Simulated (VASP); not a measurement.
A run of VASP 6.6.1:

File INCAR:

```
SYSTEM = InPd
PREC = Accurate
ENCUT = 600
EDIFF = 1E-7
ISMEAR = -1
SIGMA = 0.05
LREAL = .FALSE.
LASPH = .TRUE.
NELM = 80
ALGO = Normal
ISIF = 3
LWAVE = .FALSE.
LCHARG = .FALSE.
GGA = MK
LUSE_VDW = .TRUE.
AGGAC = 0.0
PARAM1 = 0.1234
PARAM2 = 0.711357
ZAB_VDW = -1.8867
IBRION = 2
NSW = 40
EDIFFG = -0.01
```

KPOINTS

```
regular mesh
0
G
  8 8 8
  0 0 0
```

Contents of POSCAR:

```
InPd
1.0
    3.2718847800      0.0000000000      0.0000000000
    0.0000000000      3.2718847800      0.0000000000
    0.0000000000      0.0000000000      3.2718847800
In Pd
1 1
Direct
    0.0000000000      0.0000000000      0.0000000000
    0.5000000000      0.5000000000      0.5000000000
```

Potentials or basis: VASP PAW PBE potentials, release 64 (In_d, Pd).

The run is started by

```bash
$ cat potpaw_PBE.64/In_d/POTCAR potpaw_PBE.64/Pd/POTCAR > POTCAR
$ mpirun -np 1 vasp_std > vasp.out
```

Hardware: 1 thread of Intel(R) Xeon(R) Platinum 8375C CPU @ 2.90GHz (Ice Lake) (shared host).

Problem. How long does it take, and how much memory?

Solution. Wall time 100 s on 1 thread of Intel(R) Xeon(R) Platinum 8375C CPU @ 2.90GHz (Ice Lake) (shared host), peak memory 0.34 GiB. Counts: scf iterations 29, k points 35, ion steps 3.
